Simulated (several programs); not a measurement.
MoTe2 (started from an entry of an open crystallographic database), relaxed with r2SCAN+rVV10 in Ansatz, was computed with several methods. It is hexagonal, P6_3/mmc (No. 194); a = 3.542 Å, c = 14.177 Å in the conventional setting, 25.67 Å³ an atom. Around Te lie 3 Mo at 2.72 Å; around Mo lie 6 Te at 2.72 Å. No spin polarisation and no zero-point or thermal motion.

```yaml
crystal:
  lattice:
    - [3.54213, 0.00000, 0.00000]
    - [-1.77106, 3.06757, 0.00000]
    - [0.00000, 0.00000, 14.17664]
  atoms:
    - { symbol: Te, position: [0.33333, 0.66667, 0.62341] }
    - { symbol: Te, position: [0.66667, 0.33333, 0.12341] }
    - { symbol: Te, position: [0.33333, 0.66667, 0.87659] }
    - { symbol: Te, position: [0.66667, 0.33333, 0.37659] }
    - { symbol: Mo, position: [0.33333, 0.66667, 0.25000] }
    - { symbol: Mo, position: [0.66667, 0.33333, 0.75000] }
```

Gaps and times are for a single point on this cell; volume and bulk modulus come from each method's own relaxation or energy curve at fixed shape, which is too stiff where a cell has free coordinates or axes. Times are rough, from shared hosts (AMD EPYC 7R13 Processor; Arm Neoverse V1; NVIDIA H100 80GB HBM3), and each method has its own mesh and cell size. A double dagger marks a value from a curve with shape and coordinates held. PM7 (MOPAC): levels, charges or heat of formation failed a check of plausibility, so no values are given. PM6 (MOPAC), PM7 (MOPAC), GFN1-xTB (tblite), GFN2-xTB (tblite) treat a cluster of cells at its zone centre, which samples few k points: where these miss a band edge, the gap comes out too large for that reason alone. Gaps from k meshes are read at a limited set of points (mesh, symmetry points, PBE's band edges), so each method's own least gap may be somewhat smaller. xTB and the PM methods were fitted mostly to molecules, and can miss a solid's gap by electronvolts. Minimal bases can be far off for gaps. Times of the plane-wave rungs are withheld (a dash), since they come from other jobs, hosts and meshes; the meshes of hybrids and Hartree-Fock don't converge their gaps to the digits shown. Curves at held shape can't give the bulk modulus of a layered or molecular crystal, so none is listed. GLLB-SC's gap includes the derivative discontinuity. d marks a direct gap, i an indirect one (no mark: not told apart), a dash a value that wasn't computed or didn't pass its checks.

```csv
method,kind,gap (eV),own volume (Å³/atom),bulk modulus (GPa),atoms computed,processor time
PBE-D3(BJ),semilocal,–,24.18,–,6,–
r2SCAN+rVV10,semilocal,–,25.67,–,6,–
PBE-D4,semilocal,–,24.31,–,6,–
GFN1-xTB (tblite),tight binding,0.77,24.81‡,–,cluster,3.7 s
"light PBE (260 eV, its own mesh)",light plane-wave,0.78 i,–,–,6,4.5 s
GFN2-xTB (tblite),tight binding,0.61,24.71‡,–,cluster,5.3 s
PM7 (MOPAC),semi-empirical,–,–,–,cluster,6 s
PBE+SOC,semilocal,0.76 i,–,–,6,–
LDA,semilocal,0.74 i,–,–,6,–
PBE/SZV (CP2K),small basis,0.51 i,–,–,6,20 s
PM6 (MOPAC),semi-empirical,2.78,–,–,cluster,21 s
PBE,semilocal,0.77 i,–,–,6,–
r2SCAN,semilocal,0.88 i,–,–,6,–
HSE06,hybrid,1.19 i,–,–,6,–
PBE0,hybrid,1.83 i,–,–,6,–
PBE/DZVP (CP2K),small basis,0.76 i,26.72‡,–,6,71 s
Hartree-Fock,exact exchange,5.07 d,–,–,6,–
DDH-PBE0,hybrid,1.02 i,–,–,6,–
GLLB-SC (GPAW),model potential,1.24,–,–,6,2.6 min
```

Problem. How far from the measured values lie the methods that can be set against them?

Solution.
- Band gap, measured 0.88 eV (indirect; set against each method's least gap): GFN1-xTB (tblite) -0.11 eV, light PBE (260 eV, its own mesh) -0.10 eV, GFN2-xTB (tblite) -0.27 eV, PBE+SOC -0.12 eV, LDA -0.14 eV, PBE/SZV (CP2K) -0.37 eV, PM6 (MOPAC) +1.90 eV, PBE -0.11 eV, r2SCAN 0.00 eV, HSE06 +0.31 eV, PBE0 +0.95 eV, PBE/DZVP (CP2K) -0.12 eV, Hartree-Fock +4.19 eV, DDH-PBE0 +0.14 eV, GLLB-SC (GPAW) +0.36 eV.
- Volume, measured 24.99 Å³ an atom: PBE-D3(BJ) -3.3 %, r2SCAN+rVV10 +2.7 %, PBE-D4 -2.7 %.
The calculations are for a static lattice; samples hold vibrations, temperature and, in optical gaps, excitons. A measured value is shown where most reports agree with it, and only for the quantities listed. Sources: 0.88 eV (indirect optical gap from extrapolated square root of absorption; phonon energy not resolved; 300 K; “Surface transport and band gap structure of exfoliated 2H-MoTe2 crystals”; Extrapolated absorption onset; value is gap plus or minus an unresolved phonon energy, which is included only in the error bar; 2014; arxiv:1407.1219); 24.99 Å³ an atom (from the lattice constants; a; “MBE growth of 2H-MoTe2 and 1T'-MoTe2 on 3D substrates”; literature value quoted for comparison; 2017; arxiv:1705.00651).

Only the rows marked +SOC include spin-orbit coupling.
